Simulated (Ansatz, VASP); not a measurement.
# SiC in VASP and in Ansatz

```
Si C
1.0
     4.91320    0.00000    0.00000
    -2.45660    4.25496    0.00000
     0.00000    0.00000    2.99612
Si C
3 3
Direct
  0.61475 0.00000 0.66667
  0.00000 0.61475 0.33333
  0.38525 0.38525 0.00000
  0.37231 0.00000 0.16667
  0.00000 0.37231 0.83333
  0.62769 0.62769 0.50000
```

Alike in both runs: functional PBE; k mesh 6 × 6 × 6; occupations gaussian, width 0.1 eV; no spin polarisation.

Ansatz relaxed the structure, and its values are those at the end. VASP's run is a single point on that final structure, the one shown.

|  | VASP | Ansatz |
| --- | --- | --- |
| version | VASP 6.6.1 | Ansatz 0.2.0 |
| potentials or method | VASP PAW PBE potentials, release 64 (Si, C) | scalar-relativistic, plane waves, PAW |
| plane-wave cutoff (eV) | 520 | 420 |
| valence electrons in the cell | 24 | 24 |

Ansatz gave:

* gap on the k mesh at the Fermi level (eV): 1.43
* least direct gap on the mesh (eV): 3.03
* pressure (GPa): 0.0

Q: What did VASP give for the same quantities?

A: gap on the k mesh at the Fermi level (eV): 1.43; least direct gap on the mesh (eV): 3.02; pressure (GPa): 0.0.

With one functional, cell and mesh, what is left measures potentials, basis and numerics.

A k mesh can miss the band edges. A hybrid or GW would open this gap; PBE tends to underestimate it.
